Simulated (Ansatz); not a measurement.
## Structures of MgO: which is lowest?

Plane-wave DFT in Ansatz with scalar-relativistic PAW potentials, cutoff 420 eV, Γ-centred meshes chosen by cell and gap, Gaussian smearing with energies taken to zero width. Every cell was relaxed (cell and atoms) in a run of its own, within the symmetry of its start. Functional: PBE.

Relaxed structures (starts from databases or built by putting these elements on another compound's sites):
A. F-43m, 2 atoms in the computed cell, a = 4.613 Å; sites (symmetry × multiplicity) Mg -43m × 4, O -43m × 4; start: built
B. P-6m2, 2 atoms in the computed cell, a = 2.938 Å, c = 2.680 Å; sites (symmetry × multiplicity) Mg -6m2 × 1, O -6m2 × 1; start: database
C. P6_3/mmc, 4 atoms in the computed cell, a = 3.521 Å, c = 4.238 Å; sites (symmetry × multiplicity) Mg -6m2 × 2, O -6m2 × 2; start: database
D. Cmcm, 4 atoms in the computed cell, a = 2.891 Å, b = 11.604 Å, c = 2.909 Å; sites (symmetry × multiplicity) Mg m2m × 4, O m2m × 4; start: built
E. P6_3mc, 4 atoms in the computed cell, a = 3.315 Å, c = 5.118 Å; sites (symmetry × multiplicity) Mg 3m. × 2, O 3m. × 2; start: database
F. Fm-3m, 2 atoms in the computed cell, a = 4.254 Å; sites (symmetry × multiplicity) Mg m-3m × 4, O m-3m × 4; start: database

Question: Rank them by energy. Could pressure change the order?

Answer:
| structure | group | E − E(lowest) (meV/atom) | V (Å³/atom) | gap on mesh (eV) |
| --- | --- | --- | --- | --- |
| F | Fm-3m | 0.0 | 9.62 | 4.46 |
| C | P6_3/mmc | 35 | 11.37 | 3.28 |
| E | P6_3mc | 68 | 12.18 | 3.41 |
| A | F-43m | 101 | 12.27 | 3.48 |
| D | Cmcm | 209 | 12.20 | 2.98 |
| B | P-6m2 | 338 | 10.01 | 3.02 |

F is lowest, 35 meV/atom under C. The lowest is also the densest of these, so pressure wouldn't bring one of the others in at first order. Other structures may lie lower than all of these, and vibrations aren't counted.